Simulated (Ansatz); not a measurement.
# Ta: response to strain

Aim: deform Ta (equal xy, yz and zx engineering shear strains of -3 %) and compute stress, forces and field gradients with LAPW, PAW and all-electron datasets made for the crystal.

Program: Ansatz 0.2.0. Level of theory: DFT PBE, scalar-relativistic. These are calculated values, not measurements.

### 1 The system as given

The structure is cubic, space group Fm-3m (No. 225). Conventional cell: a = 4.220 Å, b = 4.220 Å, c = 4.220 Å, α = 90.00°, β = 90.00°, γ = 90.00°. Ta (site symmetry m-3m) has 12 Ta at 2.98 Å as nearest neighbours.

As a file:

```xyz
1
Lattice="0.0000 2.1100 2.1100 2.1100 0.0000 2.1100 2.1100 2.1100 0.0000" Properties=species:S:1:pos:R:3 pbc="T T T"
Ta    0.0000    0.0000    0.0000
```

### 2 After the deformation

Space group Fm-3m before, R-3m after.

### 3 LAPW, all electrons

input.yaml reads:

```yaml
crystal:
  lattice:
    - [-0.0633, 2.07835, 2.07835]
    - [2.07835, -0.0633, 2.07835]
    - [2.07835, 2.07835, -0.0633]
  atoms:
    - { symbol: Ta, position: [0.0, 0.0, 0.0] }
kpoints:
  mp_grid: { grid: [15, 15, 15] }
  band_path:
    path:
      - [0.0, 0.0, 0.0]
      - [0.5, 0.5, 0.5]
      - [0.2579113083, 0.5, 0.7420886917]
      - [-0.2579113083, 0.2579113083, 0.5]
      - [0.0, 0.0, 0.5]
      - [0.0, 0.0, 0.0]
      - [-0.3789556542, 0.0, 0.3789556542]
      - [0.0, 0.3789556542, 0.6210443458]
      - [0.0, 0.5, 0.5]
    npoints: 5
scf:
  occupations: { method: fermi_dirac, width: 0.08 }
hamiltonian:
  xc: pbe
  pseudopotentials: { kind: all_electron, lapw: { basis_error: 0.0005 } }
output:
  forces: true
  stress: true
  eigenvalues: true
```

Command:

```
ansatz run input.yaml --threads 1 --pin off --max-ram 3072MiB --backend cpu --events-out ev --progress --plain --runs-dir out
```

### 4 PAW on the default files

input.yaml reads:

```yaml
crystal:
  lattice:
    - [-0.0633, 2.07835, 2.07835]
    - [2.07835, -0.0633, 2.07835]
    - [2.07835, 2.07835, -0.0633]
  atoms:
    - { symbol: Ta, position: [0.0, 0.0, 0.0] }
kpoints:
  mp_grid: { grid: [15, 15, 15] }
scf:
  occupations: { method: fermi_dirac, width: 0.08 }
hamiltonian:
  xc: pbe
  pseudopotentials: { kind: paw }
output:
  forces: true
  stress: true
  eigenvalues: true
  efg: { contact_densities: true }
  write_density: true
  write_potential: true
  elf: true
  volumetric_format: npy
```

### 5 All-electron PAW on datasets made for the crystal

input.yaml: that of step 4 with these lines changed.

```diff
@@ -13,3 +13,3 @@
   xc: pbe
-  pseudopotentials: { kind: paw }
+  pseudopotentials: { kind: all_electron, datasets: crystal }
 output:
@@ -19,5 +19 @@
   efg: { contact_densities: true }
-  write_density: true
-  write_potential: true
-  elf: true
-  volumetric_format: npy
```

(Steps that only read results are left out.)

Before running it: what results should come out? Wanted: pressure; largest shear or deviatoric stress.

The runs gave:

```
                                 quantity                                           value
                                 pressure  LAPW 0.65, PAW 0.65, crystal datasets 0.65 GPa
largest shear or deviatoric stress (LAPW)                                        1.69 GPa
```

What this shows: The largest part of the stress beyond the pressure is 1.69 GPa in size. No run of the undeformed cell stands beside it, so the pressure holds what the given cell had before the change. PAW: stress within 0.03 GPa of LAPW. Crystal datasets: stress within 0.01 GPa of LAPW. Spin-orbit coupling is left out, though the cell holds Ta; in elements this heavy it can shift bands and gaps by tenths of an eV.
